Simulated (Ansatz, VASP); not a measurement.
# Al24SiH2Cl2O36 (dichlorosilane on alpha-Al2O3(0001)): VASP beside Ansatz

Aim: how closely do two programs agree when they are given the same cell, functional and k mesh? The cell is taken from a series of runs on this material, whose earlier steps may have relaxed, scaled, displaced or heated it; both programs get it as it stands.

Method: plane waves, with VASP 6.6.1 beside it; single point at PBE, in Ansatz 0.2.0.

### Step 1. The structure

The cell holds 65 atoms: 24 Al, 36 O, 1 Si, 2 Cl and 2 H. Its edges and angles: a = 9.580 Å, b = 9.580 Å, c = 22.046 Å, α = 90.0°, β = 90.0°, γ = 120.0°. It derives from Al2O3 (alpha-Al2O3(0001)). As first built, before any earlier steps moved the atoms (in the runner's words): corundum (0001), 2 x 2 cells, Al-terminated on both faces (lattice constants typed as starting values near PBE's), lower atoms held; one whole molecule of dichlorosilane lowered over a top site, eased by MACE. Vacuum lies along c.

### Step 2. Ansatz: single point, PBE

Ansatz runs on its default PAW (the set named soft_2) files.

A single point gives forces, pressure and levels at one fixed geometry, so differences don't come from the geometry; what else differs is listed under the comparison.

Input file input.yaml:

```yaml
crystal:
  lattice:
    - [9.58, 0.0, 0.0]
    - [-4.79, 8.29652, 0.0]
    - [0.0, 0.0, 22.04645]
  atoms:
    - { symbol: Al, position: [0.0, 0.0, 0.13317] }
    - { symbol: Al, position: [0.33671, 0.17057, 0.23172] }
    - { symbol: Al, position: [0.99847, 0.99916, 0.25914] }
    - { symbol: Al, position: [0.33333, 0.16667, 0.08559] }
    - { symbol: Al, position: [0.16667, 0.33333, 0.12346] }
    - { symbol: Al, position: [0.1705, 0.33683, 0.24155] }
    - { symbol: O, position: [0.15396, 0.99116, 0.08382] }
    - { symbol: O, position: [0.00884, 0.1628, 0.08382] }
    - { symbol: O, position: [0.3372, 0.34604, 0.08382] }
    - { symbol: O, position: [0.49482, 0.17398, 0.28044] }
    - { symbol: O, position: [0.32809, 0.32512, 0.28132] }
    - { symbol: O, position: [0.17765, 0.00711, 0.27818] }
    - { symbol: O, position: [0.00545, 0.33644, 0.18273] }
    - { symbol: O, position: [0.16463, 0.17202, 0.18314] }
    - { symbol: O, position: [0.32224, 0.49075, 0.18065] }
    - { symbol: Al, position: [0.0, 0.5, 0.13317] }
    - { symbol: Al, position: [0.33456, 0.66325, 0.2318] }
    - { symbol: Al, position: [0.99852, 0.49986, 0.26493] }
    - { symbol: Al, position: [0.33333, 0.66667, 0.08559] }
    - { symbol: Al, position: [0.16667, 0.83333, 0.12346] }
    - { symbol: Al, position: [0.16706, 0.83388, 0.24331] }
    - { symbol: O, position: [0.15396, 0.49116, 0.08382] }
    - { symbol: O, position: [0.00884, 0.6628, 0.08382] }
    - { symbol: O, position: [0.3372, 0.84604, 0.08382] }
    - { symbol: O, position: [0.49482, 0.66959, 0.28069] }
    - { symbol: O, position: [0.32697, 0.82044, 0.27925] }
    - { symbol: O, position: [0.17696, 0.50441, 0.27958] }
    - { symbol: O, position: [0.00762, 0.83931, 0.18319] }
    - { symbol: O, position: [0.16248, 0.67115, 0.18273] }
    - { symbol: O, position: [0.32834, 0.99168, 0.18242] }
    - { symbol: Al, position: [0.5, 0.0, 0.13317] }
    - { symbol: Al, position: [0.83305, 0.16701, 0.23317] }
    - { symbol: Al, position: [0.50061, 8.0e-05, 0.26892] }
    - { symbol: Al, position: [0.83333, 0.16667, 0.08559] }
    - { symbol: Al, position: [0.66667, 0.33333, 0.12346] }
    - { symbol: Al, position: [0.66322, 0.33431, 0.24188] }
    - { symbol: O, position: [0.65396, 0.99116, 0.08382] }
    - { symbol: O, position: [0.50884, 0.1628, 0.08382] }
    - { symbol: O, position: [0.8372, 0.34604, 0.08382] }
    - { symbol: O, position: [0.99847, 0.17418, 0.27851] }
    - { symbol: O, position: [0.82413, 0.32227, 0.27917] }
    - { symbol: O, position: [0.67788, 0.00174, 0.27932] }
    - { symbol: O, position: [0.50737, 0.33051, 0.18072] }
    - { symbol: O, position: [0.66417, 0.1698, 0.18269] }
    - { symbol: O, position: [0.8274, 0.49293, 0.18295] }
    - { symbol: Al, position: [0.5, 0.5, 0.13317] }
    - { symbol: Al, position: [0.82765, 0.66508, 0.23222] }
    - { symbol: Al, position: [0.50128, 0.50052, 0.30167] }
    - { symbol: Al, position: [0.83333, 0.66667, 0.08559] }
    - { symbol: Al, position: [0.66667, 0.83333, 0.12346] }
    - { symbol: Al, position: [0.66391, 0.82746, 0.24236] }
    - { symbol: O, position: [0.65396, 0.49116, 0.08382] }
    - { symbol: O, position: [0.50884, 0.6628, 0.08382] }
    - { symbol: O, position: [0.8372, 0.84604, 0.08382] }
    - { symbol: O, position: [0.99343, 0.67312, 0.27867] }
    - { symbol: O, position: [0.8267, 0.82249, 0.2793] }
    - { symbol: O, position: [0.67476, 0.50399, 0.28029] }
    - { symbol: O, position: [0.50786, 0.83366, 0.18273] }
    - { symbol: O, position: [0.66879, 0.6768, 0.18027] }
    - { symbol: O, position: [0.8331, 0.99511, 0.18343] }
    - { symbol: Si, position: [0.22973, 0.27239, 0.40624] }
    - { symbol: Cl, position: [0.17559, 0.23787, 0.49708] }
    - { symbol: Cl, position: [0.47983, 0.46699, 0.40686] }
    - { symbol: H, position: [0.22801, 0.12958, 0.38057] }
    - { symbol: H, position: [0.14181, 0.34485, 0.37805] }
kpoints:
  mp_grid: { grid: [1, 1, 1] }
hamiltonian:
  xc: pbe
scf:
  occupations: { method: fermi_dirac, width: 0.025 }
output:
  forces: true
```

Launch:

```bash
ansatz run input.yaml --threads 4 --pin off --max-ram 8192MiB --backend cpu --events-out ev --progress --plain --runs-dir out
```

Numbers of over 12 decimals in the logs are rounded to 6 here.

Log:

```text
Engine: ansatz 0.2.0, aarch64-unknown-linux-gnu
Pseudopotentials: kind: paw
Pseudopotential: Al, paw, valence charge 3, recommended cutoff 420 eV (normal), Al.paw.azcp
Pseudopotential: O, paw, valence charge 6, recommended cutoff 420 eV (normal), O.paw.azcp
Pseudopotential: Si, paw, valence charge 4, recommended cutoff 420 eV (normal), Si.paw.azcp
Pseudopotential: Cl, paw, valence charge 7, recommended cutoff 420 eV (normal), Cl.paw.azcp
Pseudopotential: H, paw, valence charge 1, recommended cutoff 420 eV (normal), H.paw.azcp
Functional definition: PBE
  parameter kappa = 0.804
  parameter beta = 0.066725
  exchange = pbe_x(kappa = kappa, mu = beta*pi^2/3)
  correlation = pbe_c(beta = beta)
Crystal: 65 atoms, lattice volume = 1752.266 Å³
Basis set: ecut = 420 eV, 34135 PW (Γ), exchange–correlation on 144×144×300 points (8 copies of the dense FFT grid, shifted against one another)
Bands: 219, of which v1, the nominal top of the filled ones, is band 154 counted from 1 (153 counted from 0)
Symmetry: 1 space group operations
Space group: P1 (ITA 1), of the structure as read, at distance tolerance 1.2e-4 Å
k-points: 1
Non-local potential: Al, projectors of the file, l = 0: 2, l = 1: 2, l = 2: 1
Non-local potential: O, projectors of the file, l = 0: 2, l = 1: 2, l = 2: 1
Non-local potential: Si, projectors of the file, l = 0: 2, l = 1: 2, l = 2: 2
Non-local potential: Cl, projectors of the file, l = 0: 2, l = 1: 2, l = 2: 2
Non-local potential: H, projectors of the file, l = 0: 2, l = 1: 1
PAW form: soft (Blöchl's): semilocal exchange-correlation on the pseudo side does not see the compensation charge
PAW one-centre angular grid: Al, 110 points (default); XC on 64 Gauss nodes
PAW one-centre angular grid: O, 110 points (default); XC on 64 Gauss nodes
PAW one-centre angular grid: Si, 110 points (default); XC on 64 Gauss nodes
PAW one-centre angular grid: Cl, 110 points (default); XC on 64 Gauss nodes
PAW one-centre angular grid: H, 110 points (default); XC on 64 Gauss nodes
Initial density: superposition of atomic densities (neutral atoms: chi_scale 0, normalization atom), corrected by the library's trained network
Initial wavefunctions: pseudopotential atomic-orbital guess
Functional: x = pbe(κ = 0.804, μ = 0.219515), c = pbe(β = 0.066725)
SCF iter   1: F=—  HF=-36232.723387 eV  |F-HF|=—  |Δ(HF+E_count)|=         —  Δρ=1.75e-3  dr2=9.06e-2  ethr=1.77e-3  ⟨swp⟩=8.0  Hψ=1203  notcnv=0  defer=36
preconditioner: auto → Resta (q_TF=auto, 2.042 Å⁻¹)  ε∞=2.1  [insulator: Δε(μ)=5.048 eV  Ē_g=14.904 eV  σ=0.025 eV  W_gap=1.00  n_scr=248 (ndim 8)  ℏωp=15.6 eV  f_vac=0.612  D(μ)=0.00/eV (n_scr^D=0)  ε∞_Penn≈2.1  vacuum switching on, ρ_ref=1.6e-2 e/Å³]
SCF iter   2: F=—  HF=-36232.706846 eV  |F-HF|=—  |Δ(HF+E_count)|=   1.65e-2  Δρ=9.47e-4  dr2=1.17e-2  ethr=2.94e-5  ⟨swp⟩=3.0  Hψ=406  notcnv=0  defer=61
SCF iter   3: F=—  HF=-36232.713722 eV  |F-HF|=—  |Δ(HF+E_count)|=   6.88e-3  Δρ=3.94e-4  dr2=2.78e-3  ethr=3.79e-6  ⟨swp⟩=3.0  Hψ=319  notcnv=0  defer=21
automatic band count: iteration 3 solves 179 bands in place of 219: the levels show a gap, and the empty bands left out lie too high to hold charge; the band table lists the bands solved (type scf.n_extra_bands for more)
SCF iter   4: F=—  HF=-36232.718104 eV  |F-HF|=—  |Δ(HF+E_count)|=   4.38e-3  Δρ=1.52e-4  dr2=3.29e-4  ethr=9.03e-7  ⟨swp⟩=4.0  Hψ=436  notcnv=0  defer=21
SCF iter   5: F=—  HF=-36232.718283 eV  |F-HF|=—  |Δ(HF+E_count)|=   1.79e-4  Δρ=4.40e-5  dr2=2.44e-5  ethr=1.07e-7  ⟨swp⟩=3.0  Hψ=331  notcnv=0  defer=21
SCF iter   6: F=—  HF=-36232.718579 eV  |F-HF|=—  |Δ(HF+E_count)|=   2.96e-4  Δρ=1.52e-5  dr2=3.05e-6  ethr=7.91e-9  ⟨swp⟩=3.0  Hψ=475  notcnv=0  defer=21
SCF iter   7: F=—  HF=-36232.718583 eV  |F-HF|=—  |Δ(HF+E_count)|=   3.67e-6  Δρ=4.29e-6  dr2=2.44e-7  ethr=9.90e-10  ⟨swp⟩=2.0  Hψ=303  notcnv=0  defer=21
SCF iter   8: F=-36232.718583 eV  HF=-36232.718583 eV  |F-HF|=5.56e-9  |Δ(HF+E_count)|=   8.07e-7  Δρ=1.79e-6  dr2=4.08e-8  ethr=3.25e-11  ⟨swp⟩=5.0  Hψ=746  notcnv=0
SCF 1 converged in 8 iterations: F = -36232.718583 eV  dr2 = 4.08e-8
  greatest PAW one-centre occupation: 0.910 electrons in one spin orbital (limit 2), on the Cl atom at site 61 (counted from 0), in its partial waves of l = 0
SCF converged after 8 iterations
Free energy (F): -36232.718583 eV
Harris-Foulkes:  -36232.718583 eV  (|F-HF|=5.56e-9)
Internal energy: -36232.718583 eV  (E = F + TS)
E sigma→0 (E₀):  -36232.718583 eV
Fermi energy:    0.193419 eV
--- Per-component energies (eV) ---
  E_band       = -2621.242989
  E_kinetic    = 7484.542802
  E_local      = -192436.930528  (includes V_loc(G=0)·N_el)
  E_nonlocal   = 2047.522622
  E_hartree    = 93087.109283
  E_xc         = -3964.268084
  E_vxc        = -4487.547095  (∫ρ·V_xc dr)
  E_paw        = -18768.770538  (= ΣΔE_a)
  E_vpaw       = -1403.132270  (= ΣTr[D̂ρ^β])
  E_aug_tail   = 0.089062  (compensation charges beyond the density's cutoff)
  E_ewald      = 76317.986797
  E_smearing   = -0.000000  (= −TS)
  E_closure    = -0.000000  (closes the sum)
  Σ components = -36232.718583   (vs F -36232.718583, Δ=0.00e0)
--- Forces (eV/Å), atoms counted from 1 ---
  atom   1  Al    -0.02866854    -0.06157982    -1.00408869
  atom   2  Al    -0.00913773     0.00582965     0.04315542
  atom   3  Al    -0.00716884    -0.00067954     0.07455160
  atom   4  Al     0.20610580     0.14778565    -0.17045173
  atom   5  Al    -0.01729334     0.35335484    -0.08437137
  atom   6  Al     0.01594991    -0.01882291     0.06895310
  atom   7  O      0.00517477     0.03528316     0.12773417
  atom   8  O     -0.01546382     0.03237491     0.16610526
  atom   9  O     -0.03280990    -0.20426592    -0.00541789
  atom  10  O      0.02160823    -0.02101881     0.03574021
  atom  11  O      0.00661785    -0.00004001     0.02046668
  atom  12  O     -0.00461208    -0.00960463     0.03401309
  atom  13  O     -0.00428309     0.00549486    -0.00555734
  atom  14  O      0.00226637     0.00115309     0.00483690
  atom  15  O     -0.00101967    -0.00038345    -0.00142354
  atom  16  Al     0.06924942    -0.01526065    -0.56109673
  atom  17  Al    -0.00066582     0.00944487     0.04325923
  atom  18  Al    -0.00543176    -0.00623134     0.08429780
  atom  19  Al     0.10385180    -0.18321268    -0.17139628
  atom  20  Al     0.08999121     0.07311944     0.16294360
  atom  21  Al    -0.00285215    -0.01075958     0.04595038
  atom  22  O     -0.17842151     0.02918928    -0.10042978
  atom  23  O     -0.09998480     0.08002336     0.17807404
  atom  24  O      0.01436168    -0.08851537     0.10535710
[...]
atom  58  O      0.00582664    -0.00392176     0.00325771
  atom  59  O      0.00106586     0.00840018    -0.00418193
  atom  60  O      0.00382712    -0.00075348    -0.00020910
  atom  61  Si    -0.01246343     0.03441644     0.12007642
  atom  62  Cl     0.00648243    -0.01904017     0.02558344
  atom  63  Cl     0.02092872     0.01292553     0.09459464
  atom  64  H      0.00359958    -0.00262172     0.03248418
  atom  65  H     -0.01204042    -0.01900776     0.01797537
  max |Σ_I F_I| component: 1.00e-4 eV/Å
```

Reading the cycles: dr2 is the Hartree energy of the density residual (eV), the measure of convergence; HF is the Harris–Foulkes estimate of the energy, which meets the free energy F at convergence.

### Step 3. VASP: single point, PBE

The same cell, functional, mesh and smearing now go to VASP, with its own data sets.

Lines of VASP's logs that name or quote its potential files are left out, and so is its time.

Input file INCAR:

```
SYSTEM = Al24SiH2Cl2O36
PREC = Accurate
ENCUT = 520
EDIFF = 1E-06
NELM = 120
ISMEAR = -1
SIGMA = 0.025
LREAL = Auto
ALGO = Normal
GGA = PE
NBANDS = 200
LORBIT = 11
LWAVE = .FALSE.
LCHARG = .FALSE.
ISIF = 2
LASPH = .TRUE.
GGA_COMPAT = .FALSE.
EFERMI = MIDGAP
NCORE = 2
```

Input file POSCAR:

```
Al24SiH2Cl2O36
1.0
    9.5800000000      0.0000000000      0.0000000000
   -4.7900000000      8.2965200000      0.0000000000
    0.0000000000      0.0000000000     22.0464500000
Al O Si Cl H
24 36 1 2 2
Direct
    0.0000000000      0.0000000000      0.1331700000
    0.3367100000      0.1705700000      0.2317200000
    0.9984700000      0.9991600000      0.2591400000
    0.3333300000      0.1666700000      0.0855900000
    0.1666700000      0.3333300000      0.1234600000
    0.1705000000      0.3368300000      0.2415500000
    0.0000000000      0.5000000000      0.1331700000
    0.3345600000      0.6632500000      0.2318000000
    0.9985200000      0.4998600000      0.2649300000
    0.3333300000      0.6666700000      0.0855900000
    0.1666700000      0.8333300000      0.1234600000
    0.1670600000      0.8338800000      0.2433100000
    0.5000000000      0.0000000000      0.1331700000
    0.8330500000      0.1670100000      0.2331700000
    0.5006100000      0.0000800000      0.2689200000
    0.8333300000      0.1666700000      0.0855900000
    0.6666700000      0.3333300000      0.1234600000
    0.6632200000      0.3343100000      0.2418800000
    0.5000000000      0.5000000000      0.1331700000
    0.8276500000      0.6650800000      0.2322200000
    0.5012800000      0.5005200000      0.3016700000
    0.8333300000      0.6666700000      0.0855900000
    0.6666700000      0.8333300000      0.1234600000
    0.6639100000      0.8274600000      0.2423600000
    0.1539600000      0.9911600000      0.0838200000
    0.0088400000      0.1628000000      0.0838200000
    0.3372000000      0.3460400000      0.0838200000
    0.4948200000      0.1739800000      0.2804400000
    0.3280900000      0.3251200000      0.2813200000
    0.1776500000      0.0071100000      0.2781800000
    0.0054500000      0.3364400000      0.1827300000
    0.1646300000      0.1720200000      0.1831400000
    0.3222400000      0.4907500000      0.1806500000
    0.1539600000      0.4911600000      0.0838200000
    0.0088400000      0.6628000000      0.0838200000
    0.3372000000      0.8460400000      0.0838200000
    0.4948200000      0.6695900000      0.2806900000
    0.3269700000      0.8204400000      0.2792500000
    0.1769600000      0.5044100000      0.2795800000
    0.0076200000      0.8393100000      0.1831900000
    0.1624800000      0.6711500000      0.1827300000
    0.3283400000      0.9916800000      0.1824200000
    0.6539600000      0.9911600000      0.0838200000
    0.5088400000      0.1628000000      0.0838200000
    0.8372000000      0.3460400000      0.0838200000
    0.9984700000      0.1741800000      0.2785100000
    0.8241300000      0.3222700000      0.2791700000
    0.6778800000      0.0017400000      0.2793200000
    0.5073700000      0.3305100000      0.1807200000
    0.6641700000      0.1698000000      0.1826900000
    0.8274000000      0.4929300000      0.1829500000
    0.6539600000      0.4911600000      0.0838200000
    0.5088400000      0.6628000000      0.0838200000
    0.8372000000      0.8460400000      0.0838200000
    0.9934300000      0.6731200000      0.2786700000
    0.8267000000      0.8224900000      0.2793000000
    0.6747600000      0.5039900000      0.2802900000
    0.5078600000      0.8336600000      0.1827300000
    0.6687900000      0.6768000000      0.1802700000
    0.8331000000      0.9951100000      0.1834300000
    0.2297300000      0.2723900000      0.4062400000
    0.1755900000      0.2378700000      0.4970800000
    0.4798300000      0.4669900000      0.4068600000
    0.2280100000      0.1295800000      0.3805700000
    0.1418100000      0.3448500000      0.3780500000
```

Input file KPOINTS:

```
Automatic mesh
0
Gamma
1 1 1
0 0 0
```

PAW data sets: Al, O, Si, Cl and H (PBE family, release 64).

Launch:

```bash
mpirun -np 8 vasp_gam
```

Log:

```text
[banner, memory and clock lines left out]
running    8 mpi-ranks, on    1 nodes
[...]
LDA part: xc-table for (Slater+PW92), standard interpolation
 POSCAR, INCAR and KPOINTS ok, starting setup
[...]
entering main loop
       N       E                     dE             d eps       ncg     rms          rms(c)
DAV:   1     0.301937208305E+04    0.30194E+04   -0.15831E+05   432   0.135E+03
DAV:   2    -0.100958194245E+03   -0.31203E+04   -0.30219E+04   504   0.337E+02
DAV:   3    -0.503617343102E+03   -0.40266E+03   -0.40052E+03   480   0.128E+02
DAV:   4    -0.513942844933E+03   -0.10326E+02   -0.10287E+02   488   0.234E+01
[...]
DAV:  29    -0.453056089204E+03   -0.63114E-05   -0.68487E-07   296   0.219E-03    0.621E-04
DAV:  30    -0.453056091572E+03   -0.23686E-05   -0.24127E-07   304   0.118E-03    0.863E-04
DAV:  31    -0.453056092416E+03   -0.84303E-06   -0.49699E-08   304   0.572E-04
   1 F= -.45305609E+03 E0= -.45305609E+03  d E =0.000000E+00
```

OUTCAR, selected parts (step 3):

```text
  Total       63.1966225     63.6661276      4.3746781      0.2711873     -0.0482900      0.0911988
  in kB       57.7835619     58.2128520      3.9999682      0.2479590     -0.0441538      0.0833873
  external PRESSURE =      39.9987940 kB  Pullay stress =       0.0000000 kB

 POSITION                                       TOTAL-FORCE (eV/Angst)
 -----------------------------------------------------------------------------------
      0.00000      0.00000      2.93593        -0.027395     -0.059584     -1.031065
      2.40865      1.41514      5.10860        -0.015829      0.019763      0.063655
      4.77937      8.28955      5.71312        -0.008427     -0.001125      0.107689
      2.39495      1.38278      1.88696         0.205688      0.147856     -0.209142
      0.00005      2.76548      2.72185        -0.016190      0.351089     -0.105104
      0.01997      2.79452      5.32532         0.030310     -0.018461      0.092258
     -2.39500      4.14826      2.93593         0.067283     -0.015068     -0.586330
      0.02812      5.50267      5.11037         0.009859      0.010118      0.064858
      7.17149      4.14710      5.84077        -0.001496     -0.006934      0.119979
     -0.00005      5.53104      1.88696         0.104149     -0.183263     -0.210175
     -2.39495      6.91374      2.72185         0.089428      0.072356      0.143212
     -2.39385      6.91830      5.36412         0.000008     -0.010494      0.070330
      4.79000      0.00000      2.93593        -0.063945      0.059021     -0.341823
      7.18064      1.38560      5.14057        -0.003600     -0.008966      0.067147
[...]
-----------------------------------------------------------------------------------
    total drift:                                0.004422      0.011672      0.049591

  FREE ENERGIE OF THE ION-ELECTRON SYSTEM (eV)
  ---------------------------------------------------
  free  energy   TOTEN  =      -453.0560924155 eV

  energy  without entropy=     -453.0560924155  energy(sigma->0) =     -453.05609242

[... 1 further part left out ...]
```

### Step 4. Side by side

Known differences besides the potentials themselves: the cutoff is 420 eV in Ansatz and 520 eV in VASP (PREC = Accurate, projectors in real space). Total energies have different zeros and are not compared.

The two programs side by side:

```tsv
quantity	Ansatz	VASP	difference
gap on the k mesh (eV)	5.108	5.139	-0.031
```

Forces on 10 of the 65 atoms, those with the largest forces and the largest differences (eV/Å; atoms numbered as in POSCAR):

```tsv
atom	Ansatz x, y, z	VASP x, y, z
Al1	-0.029, -0.062, -1.004	-0.027, -0.060, -1.031
Al5	-0.017, 0.353, -0.084	-0.016, 0.351, -0.105
Al7	0.069, -0.015, -0.561	0.067, -0.015, -0.586
Al13	-0.065, 0.061, -0.318	-0.064, 0.059, -0.342
Al19	0.013, 0.040, 0.512	0.012, 0.039, 0.493
Al21	-0.014, -0.026, 0.099	-0.018, -0.032, 0.167
Al22	-0.278, 0.000, -0.157	-0.278, 0.000, -0.195
Al23	0.202, -0.309, 0.036	0.200, -0.308, 0.015
Si61	-0.012, 0.034, 0.120	-0.010, 0.041, 0.163
Cl62	0.006, -0.019, 0.026	0.017, -0.010, -0.023
```

The forces differ by 16 meV/Å r.m.s., which is 12.8 % of the r.m.s. force of 0.127 eV/Å (both taken over all components). A gap on the mesh is an upper bound, since the band edges may lie between its points. With vacuum in the cell, a pressure given here is an average over mostly empty space and none of the material.

### Step 5. What came out

| Property | Result |
| --- | --- |
| r.m.s. force difference (single point, PBE) | 16 meV/Å |

**Reading.** The r.m.s. force difference is 16 meV/Å (single point, PBE), beyond the 12 meV/Å picked in this series as the mark of a large difference. What causes the difference of the single point, PBE pair stays open here. How closely two codes agree says nothing of how well the functional describes the real material.

[Lines on the potential files, build, host, timing and source positions are cut from VASP's logs without a mark.]

[Logs are printed without paths, hosts, clocks, repeated set-up lines and the standing remarks that a program may print on its own settings, such as how far it seeks lower states.]

[Hosts, paths, dates, database ids (printed as entryN), source tags and the programs' standing remarks are cut or masked in the printed files.]
